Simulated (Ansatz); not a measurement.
# SnO: the cost of one run

Program: Ansatz 0.2.0, driven from Python. Level of theory: DFT r2SCAN, plane waves, PAW. These are calculated values, not measurements.

## (1) The structure

It takes space group Pmn2_1 (No. 31, orthorhombic). Conventional cell: a = 3.355 Å, b = 5.674 Å, c = 4.222 Å, α = 90.00°, β = 90.00°, γ = 90.00°. Sn (site symmetry m) is surrounded by 3 O at 2.15 to 2.16 Å. O (site symmetry m) is surrounded by 3 Sn at 2.15 to 2.16 Å.

The script holds or builds the structure itself.

## (2) Script

The input, ecut_sno.py:

```python
"""Convergence of SnO with the plane-wave cutoff."""

import ansatz as az
import pandas as pd


def main() -> None:
    lattice = az.Lattice.of(
        [3.355005, 0.0, 0.0],
        [0.0, 5.674104, 0.0],
        [0.0, 0.0, 4.22197],
    )
    sites = [
        ("Sn", [0.0, 0.231909, 0.513144]),
        ("Sn", [0.5, 0.768091, 0.013144]),
        ("O", [0.0, 0.89125, 0.736857]),
        ("O", [0.5, 0.10875, 0.236857]),
    ]
    crystal = az.Crystal(lattice=lattice)
    for symbol, position in sites:
        crystal = crystal.atom(symbol, position)

    calculation = crystal.calculation()
    calculation = calculation.kpoints(6, 4, 6).functional("r2scan")
    calculation = calculation.occupations("Fixed")
    calculation = calculation.band_table()

    rows = []
    for value in [250, 300, 350, 400, 450]:
        data = calculation.basis(value).run().report
        rows.append((value, data["free_energy_ev"] / len(data["lattice"]["sites"]), data["n_iterations"], data["gap_by_band_count_ev"], data["n_pw"]))

    table = pd.DataFrame(rows, columns=["cutoff (eV)", "F/atom (eV)", "iterations", "gap by band count (eV)", "plane waves"])
    print(table.round(5).to_string(index=False))

    # the last row is the reference
    for row in rows[:-1]:
        shift = 1000 * (row[1] - rows[-1][1])
        print(f"{row[0]}: {shift:+.2f} meV/atom" + ("  (within 5 meV)" if abs(shift) < 5 else ""))


if __name__ == "__main__":
    main()
```

## (3) The run

Launch:

```bash
> python ecut_sno.py
```

**Question.** How long does this script take on 1 thread of Intel Xeon 6975P-C (Granite Rapids), shared host, and how much memory does it need?

About 22 s, with a peak of 0.56 GiB.
